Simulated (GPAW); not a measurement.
A run of GPAW 26.7.0 is set up as follows.

Contents of run.py:

```python
from ase import Atoms
from ase.dft.bandgap import bandgap
from ase.io import write
from ase.units import GPa
from gpaw import GPAW, PW, setup_paths

setup_paths.insert(0, '.')

atoms = Atoms(['Al'],
              cell=[[0.0, 2.024805, 2.024805],
                    [2.024805, 0.0, 2.024805],
                    [2.024805, 2.024805, 0.0]],
              scaled_positions=[[0.0, 0.0, 0.0]],
              pbc=True)

calc = GPAW(mode=PW(600),
            xc='PBEsol',
            kpts={'size': (11, 11, 11), 'gamma': True},
            occupations={'name': 'fermi-dirac', 'width': 0.05},
            nbands=7,
            convergence={'density': 1e-05, 'energy': 1e-05},
            maxiter=150,
            txt='gpaw.txt')
atoms.calc = calc
energy = atoms.get_potential_energy()
forces = atoms.get_forces()
stress = atoms.get_stress()
calc.write('gs.gpw')
write('result.traj', atoms)
print(f'Energy: {energy:.6f} eV')
print('Forces (eV/A):')
print(forces.round(4))
print('Stress (GPa):', (stress / GPa).round(3))
print('Fermi level:', round(calc.get_fermi_level(), 4), 'eV')
print(f'Gap: {bandgap(calc)[0]:.4f} eV, direct: {bandgap(calc, direct=True)[0]:.4f} eV')
```

Potentials or basis: PAW data sets generated in the run's folder for this functional, pw.

Launch:

```bash
$ gpaw-setup -f PBEsol Al
$ OMP_NUM_THREADS=1 python run.py
```

(1) Estimate the pressure.

(2) Estimate the band gap on the k mesh.

Answers

(1) -1.8 GPa.

(2) none (metal or under the smearing width).
